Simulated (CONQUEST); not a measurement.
Sn:

```
Sn
1.0
     4.57264    0.00000    0.00000
     0.00000    4.57264    0.00000
     0.00000    0.00000    6.46669
Sn
4
Direct
  0.00000 0.50000 0.25000
  0.50000 0.00000 0.75000
  0.00000 0.00000 0.50000
  0.50000 0.50000 0.00000
```

This isn't the form of Sn at room conditions, which is tetragonal (white tin).

| Item | Value |
| --- | --- |
| Program | CONQUEST 1.3 |
| Task | single point |
| Functional | PBEsol |
| Potentials or basis | PseudoDojo NC PBEsol, DZP, grid cutoff 120 Ha |
| k mesh | 6 × 6 × 4 |
| Occupations | fermi-dirac, width 0.05 eV |
| Spin | no spin polarisation |

On this cell: pressure 1.5 GPa; largest force zero by symmetry; band gap on the k mesh none (metal or under the smearing width).

The same run follows on a disturbed copy (atoms moved at random, drawn with an rms of 0.05 Å):

```
Sn
1.0
     4.57264    0.00000    0.00000
     0.00000    4.57264    0.00000
     0.00000    0.00000    6.46669
Sn
4
Direct
  0.01776 0.49615 0.25517
  0.51776 0.99615 0.75517
  0.00185 0.99283 0.50184
  0.50185 0.49283 0.00184
```

What does the disturbed cell give?

The energy (extrapolated to zero smearing) moves by +11.3 meV/atom; pressure 1.6 GPa; largest force 0.593 eV/Å; band gap on the k mesh none (metal or under the smearing width).

Forces in eV/Å, atoms in the order of the input:
```
Sn  -0.567 -0.133 -0.109
Sn  -0.567 -0.133 -0.109
Sn   0.565  0.122  0.108
Sn   0.565  0.122  0.108
```

Caveats: the box holds several primitive cells, so bands are folded and the points are those of the box's own zone; the basis of atomic orbitals isn't converged, which shifts pressures, moduli and gaps; the real-space grid breaks the cell's symmetry a little (some runs).
